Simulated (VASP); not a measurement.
# MgS (F-43m) in VASP: notebook

One crystal, MgS, is run at these levels: LDA; tasks: single point.

Program: VASP 6.6.1. These are calculated values, not measurements. Logs are shortened: lines on timing, memory, paths and dates and some standing lists are left out, and cuts for length are marked.

### Step 1. The crystal as given

It takes space group F-43m (No. 216, cubic). Conventional cell: a = 5.666 Å, b = 5.666 Å, c = 5.666 Å, α = 90.00°, β = 90.00°, γ = 90.00°. S (site symmetry -43m) is surrounded by 4 Mg at 2.45 Å. Mg (site symmetry -43m) is surrounded by 4 S at 2.45 Å.

The cell comes from a database or a generator and needn't be the stable form of this composition.

### Step 2. Single point, LDA

INCAR

```
  ADDGRID = False
  ALGO = Normal
  EDIFF = 1E-6
  ENCUT = 400
  GGA = CA
  ISIF = 2
  ISMEAR = 0
  LASPH = True
  LCHARG = False
  LREAL = False
  LWAVE = False
  NELM = 100
  PREC = Accurate
  SIGMA = 0.05
```

KPOINTS

```
k-points
0
Gamma
  10 10 10
```

POSCAR

```
MgS
1.0
    0.0000000000      2.8331200468      2.8331200468
    2.8331200468      0.0000000000      2.8331200468
    2.8331200468      2.8331200468      0.0000000000
S Mg
1 1
Direct
    0.2500000000      0.2500000000      0.2500000000
    0.0000000000      0.0000000000      0.0000000000
```

Potentials or basis: VASP PAW LDA potentials, release 64 (S, Mg).

The run is started by

```console
$ cat potpaw_LDA.64/S/POTCAR potpaw_LDA.64/Mg/POTCAR > POTCAR
$ mpirun -np 1 vasp_std > vasp.out
```

OUTCAR:

```text
EDIFF = 1E-6
   ENCUT = 400
   GGA = CA
   ISIF = 2
   ISMEAR = 0
   LASPH = True
   LREAL = False
   NELM = 100
   PREC = Accurate

 Found     47 irreducible k-points:

 Following reciprocal coordinates:
            Coordinates               Weight
  0.000000  0.000000  0.000000      1.000000
  0.100000  0.000000  0.000000      8.000000
  0.200000  0.000000  0.000000      8.000000
  0.300000  0.000000  0.000000      8.000000
  0.400000  0.000000  0.000000      8.000000
  0.500000  0.000000  0.000000      4.000000
   k-points           NKPTS =     47   k-points in BZ     NKDIM =     47   number of bands    NBANDS=      8
   number of dos      NEDOS =    301   number of ions     NIONS =      2
   total plane-waves  NPLWV =  21952
   dimension x,y,z NGX =    28 NGY =   28 NGZ =   28
   dimension x,y,z NGXF=    56 NGYF=   56 NGZF=   56
   ions per type =               1   1
   NGX,Y,Z   is equivalent  to a cutoff of  11.62, 11.62, 11.62 a.u.
   NGXF,Y,Z  is equivalent  to a cutoff of  23.24, 23.24, 23.24 a.u.
 SYSTEM =  unknown system
   PREC   = accura    normal or accurate (medium, high low for compatibility)
   ISTART =      0    job   : 0-new  1-cont  2-samecut
   ICHARG =      2    charge: 1-file 2-atom 10-const
   ISPIN  =      1    spin polarized calculation?
   LNONCOLLINEAR =      F non collinear calculations
   LSORBIT =      F    spin-orbit coupling
   LASPH  =      T    aspherical Exc in radial PAW
   ENCUT  =  400.0 eV  29.40 Ry    5.42 a.u.   6.53  6.53  6.53*2*pi/ulx,y,z
   NELM   =    100;   NELMIN=  2; NELMDL= -5     # of ELM steps
   EDIFF  = 0.1E-05   stopping-criterion for ELM
   LREAL  =      F    real-space projection
   EDIFFG = 0.1E-04   stopping-criterion for IOM
   NSW    =      0    number of steps for IOM
   IBRION =     -1    ionic relax: 0-MD 1-quasi-New 2-CG
   NFREE  =      0    steps in history (QN), initial steepest desc. (CG)
   ISIF   =      2    stress and relaxation
   ISYM   =      2    0-nonsym 1-usesym 2-fastsym
   POTIM  = 0.5000    time-step for ionic-motion
   TEBEG  =    0.0;   TEEND  =   0.0 temperature during run
   PSTRESS=    0.0 pullay stress
   NELECT =       8.0000    total number of electrons
   NUPDOWN=      -1.0000    fix difference up-down
   EMIN   =  10.00;   EMAX   =-10.00  energy-range for DOS
   EFERMI =   0.00;   METHOD = LEGACY
   ISMEAR =     0;   SIGMA  =   0.05  broadening in eV -4-tet -1-fermi 0-gaus
   EFERMI_NEDOS =   21; number of points for ismear=-14 and -15
   IALGO  =     38    algorithm
   IMIX   =      4    mixing-type and parameters
     AMIX     =   0.40;   BMIX     =  1.00
     AMIX_MAG =   1.60;   BMIX_MAG =  1.00
  volume/ion in A,a.u.               =      22.74       153.46
  Fermi-wavevector in a.u.,A,eV,Ry     =   0.917269  1.733386 11.447692  0.841382
  Thomas-Fermi vector in A             =   2.042218
   LORBIT       =      0    0 simple, 1 ext, 2 COOP (PROOUT), +10 PAW based schemes
   GGA     = CA    functional components
   LHFCALC =     F    Hartree Fock is set to
   AEXX    =    0.0000 exact exchange contribution
   IVDW    =     0    specifies the selected vdW correction
   LEPSILON=     F    determine dielectric tensor
   LRPA    =     F    only Hartree local field effects (RPA)
 non-spin polarized calculation
 Gauss-broadening in eV      SIGMA  =   0.05
  energy-cutoff  :      400.00
  volume of cell :       45.48
 maximum number of plane-waves:       869
 NGX is ok and might be reduce to    28
   NGX = 13   NGY = 13   NGZ = 13

 number of electron       8.0000001 magnetization

 Free energy of the ion-electron system (eV)
  ---------------------------------------------------
  ext. energy  EPLUGINS =         0.00000000
  ---------------------------------------------------
  free energy    TOTEN  =        -9.37794127 eV

  energy without entropy =       -9.37794127  energy(sigma->0) =       -9.37794127

 E-fermi :   1.0934     XC(G=0):  -8.7527

 val. band max:        0.8796040054   @ k =   0.0000   0.0000   0.0000
 cond. band min:       4.0625957340   @ k =   0.0000   0.0000   0.0000
 fundamental gap:      3.1829917286
 Fermi energy:         1.0933708576

 k-point     1 :       0.0000    0.0000    0.0000
  band No.  band energies     occupation
      1     -10.3511      2.00000
      2       0.8796      2.00000
      3       0.8796      2.00000
      4       0.8796      2.00000
      5       4.0626      0.00000
      6       8.6401      0.00000
      7       8.6401      0.00000
      8       8.6401      0.00000

 k-point     2 :       0.1000    0.0000    0.0000
  band No.  band energies     occupation
      1     -10.2934      2.00000
      2       0.3887      2.00000
      3       0.8438      2.00000
      4       0.8438      2.00000
      5       4.5394      0.00000
      6       8.4955      0.00000
      7       8.7635      0.00000
      8       8.7635      0.00000

 k-point     3 :       0.2000    0.0000    0.0000
  band No.  band energies     occupation
      1     -10.1348      2.00000
      2      -0.5564      2.00000
      3       0.7545      2.00000
      4       0.7545      2.00000
      5       5.3335      0.00000
      6       8.3661      0.00000
      7       8.9152      0.00000
      8       8.9152      0.00000

 k-point     4 :       0.3000    0.0000    0.0000
  band No.  band energies     occupation
      1      -9.9213      2.00000
      2      -1.4579      2.00000
      3       0.6519      2.00000
      4       0.6519      2.00000
      5       5.7358      0.00000
      6       8.6641      0.00000
      7       8.7253      0.00000
      8       8.7253      0.00000

 k-point     5 :       0.4000    0.0000    0.0000
  band No.  band energies     occupation
      1      -9.7309      2.00000
      2      -2.0940      2.00000
      3       0.5745      2.00000
      4       0.5745      2.00000
      5       5.7654      0.00000
      6       8.4475      0.00000
      7       8.4475      0.00000
      8       9.0935      0.00000

 k-point     6 :       0.5000    0.0000    0.0000
  band No.  band energies     occupation
      1      -9.6531      2.00000
      2      -2.3249      2.00000
      3       0.5461      2.00000
      4       0.5461      2.00000
      5       5.7403      0.00000
      6       8.3365      0.00000
      7       8.3365      0.00000
      8       9.2395      0.00000

 [... further k-points ...]

------------------------ aborting loop because EDIFF is reached ----------------------------------------

  FORCE on cell =-STRESS in cart. coord.  units (eV):
  Direction    XX          YY          ZZ          XY          YZ          ZX
  --------------------------------------------------------------------------------------
  -------------------------------------------------------------------------------------
  Total       -0.7135017     -0.7135017     -0.7135017      0.0000000     -0.0000000      0.0000000
  in kB      -25.1351013    -25.1351013    -25.1351013      0.0000000     -0.0000000      0.0000000
  external PRESSURE =     -25.1351013 kB  Pullay stress =       0.0000000 kB

 VOLUME and BASIS-vectors are now :
 -----------------------------------------------------------------------------
  energy-cutoff  :      400.00
  volume of cell :       45.48
      direct lattice vectors                 reciprocal lattice vectors
     0.000000000  2.833120047  2.833120047    -0.176483874  0.176483874  0.176483874
     2.833120047  0.000000000  2.833120047     0.176483874 -0.176483874  0.176483874
     2.833120047  2.833120047  0.000000000     0.176483874  0.176483874 -0.176483874

 POSITION                                       TOTAL-FORCE (eV/Angst)
 -----------------------------------------------------------------------------------
      1.41656      1.41656      1.41656        -0.000000     -0.000000     -0.000000
      0.00000      0.00000      0.00000         0.000000      0.000000      0.000000
 -----------------------------------------------------------------------------------
    total drift:                                0.000000      0.000000      0.000000

  FREE ENERGIE OF THE ION-ELECTRON SYSTEM (eV)
  ---------------------------------------------------
  free  energy   TOTEN  =        -9.3779412682 eV

  energy  without entropy=       -9.3779412682  energy(sigma->0) =       -9.37794127
```

It used 6.4 s of CPU time on 1 thread of Intel(R) Xeon(R) Platinum 8559C (Emerald Rapids), on a shared host, which was overloaded at the time.

The run converged, but some of its settings lie outside the range that counts as converged, so its numbers aren't taken as properties of the crystal.

What came out:

```yaml
Free_energy: -9.3779 eV
Pressure: -2.5 GPa
Band_gap_on_the_k_mesh: 3.18 eV, direct
```

### Step 3. Single point, LDA

INCAR is that of step 2.

KPOINTS is that of step 2.

POSCAR

```
MgS
1.0
    0.0000000000      2.8331200468      2.8331200468
    2.8331200468      0.0000000000      2.8331200468
    2.8331200468      2.8331200468      0.0000000000
S Mg
1 1
Direct
    0.2346630000      0.2748010000      0.2357280000
   -0.0216520000      0.0237760000     -0.0317750000
```

Potentials or basis: VASP PAW LDA potentials, release 64 (S, Mg).

The run is started by

```console
$ cat potpaw_LDA.64/S/POTCAR potpaw_LDA.64/Mg/POTCAR > POTCAR
$ mpirun -np 1 vasp_std > vasp.out
```

It took 89 s on 1 thread of Intel Xeon Platinum 8559C (Emerald Rapids), shared host; peak memory 0.26 GiB.

The run converged, but some of its settings lie outside the range that counts as converged, so its numbers aren't taken as properties of the crystal.

Results:

| Item | Value |
| --- | --- |
| Free energy | -9.3586 eV |
| Pressure | -2.3 GPa |
| Largest force | 0.429 eV/Å |
| Band gap on the k mesh | 3.06 eV, direct |

### Step 4. The reference run

An earlier run on the cell as given: functional PBEsol; potentials or basis VASP PAW PBE potentials, release 64 (S, Mg); cutoff 520 eV; k mesh 8 × 8 × 8; occupations fermi-dirac, width 0.05 eV; no spin polarisation.

* Pressure: -0.5 GPa
* Band gap on the k mesh: 3.29 eV, direct
